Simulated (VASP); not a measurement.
Write the native input for VASP 6.6.1 that does the following.

```
Task                   : relaxation of shape and atoms at fixed volume
Functional             : LDA
Potentials or basis    : VASP PAW LDA potentials, release 64 (W_sv, Se)
Cutoff                 : 600 eV
k mesh                 : 9 × 9 × 2
Occupations            : gaussian, width 0.03 eV
Spin                   : no spin polarisation
Further INCAR settings : ALGO = Normal; EDIFF = 1e-07; IBRION = 2; EDIFFG = -0.01; NSW = 40; ISIF = 4
```

The structure of WSe2 lies in POSCAR:

```
WSe2                                    
1.0
    3.1886554755     -0.0000000000      0.0000000000
   -1.5943277377      2.7614566457     -0.0000000000
    0.0000000000      0.0000000000     12.5605589563
  W               Se            
     2     4
Direct
     0.3333333332999970    0.6666666667000030    0.2500000000000000
     0.6666666667000030    0.3333333332999970    0.7500000000000000
     0.3333333332999970    0.6666666667000030    0.6197343881858570
     0.6666666667000030    0.3333333332999970    0.1197343881858571
     0.3333333332999970    0.6666666667000030    0.8802656118141430
     0.6666666667000030    0.3333333332999970    0.3802656118141429
```

The cell isn't the ideal one: a relaxed cell with its volume scaled by 0.94.

These files were run (other wordings do the same):

INCAR

```
SYSTEM = WSe2
PREC     = Accurate       ! precision mode
ENCUT    = 600            ! plane-wave cutoff, eV
EDIFF    = 1E-7           ! SCF threshold, eV
ISMEAR   = 0              ! smearing method
SIGMA    = 0.03           ! smearing width, eV
LREAL    = .False.        ! projectors in reciprocal space
LASPH    = .True.         ! aspherical terms in the spheres
NELM     = 80             ! most SCF steps
ALGO     = Normal         ! electronic algorithm
ISIF     = 4              ! what is computed and relaxed
LWAVE    = .False.        ! write WAVECAR
LCHARG   = .False.        ! write CHGCAR
IBRION   = 2              ! ionic algorithm
NSW      = 40             ! ionic steps
EDIFFG   = -0.01          ! ionic threshold
KPAR     = 2
```

KPOINTS

```
Automatic mesh
0
Gamma
  9 9 2
  0 0 0
```

Potentials or basis: VASP PAW LDA potentials, release 64 (W_sv, Se).

The run is started by

```console
$ cat potpaw_LDA.64/W_sv/POTCAR potpaw_LDA.64/Se/POTCAR > POTCAR
$ mpirun -np 2 vasp_std > vasp.out
```

Results of the run:

The energy gained by relaxing is 25.0 meV/atom, the ionic steps are 8 and the pressure after relaxing is 3.9 GPa. The band gap on the k mesh is 0.77 eV, indirect (least direct gap 1.62 eV).

Caveat: spin-orbit coupling is left out, which moves the levels of the heavy elements; an odd mesh through Γ misses points on the zone boundary, where band edges often lie.

Run time: 2.9 min on 2 MPI ranks on Intel(R) Xeon(R) Platinum 8488C (Sapphire Rapids), on a shared host, peak memory 0.26 GiB a rank.
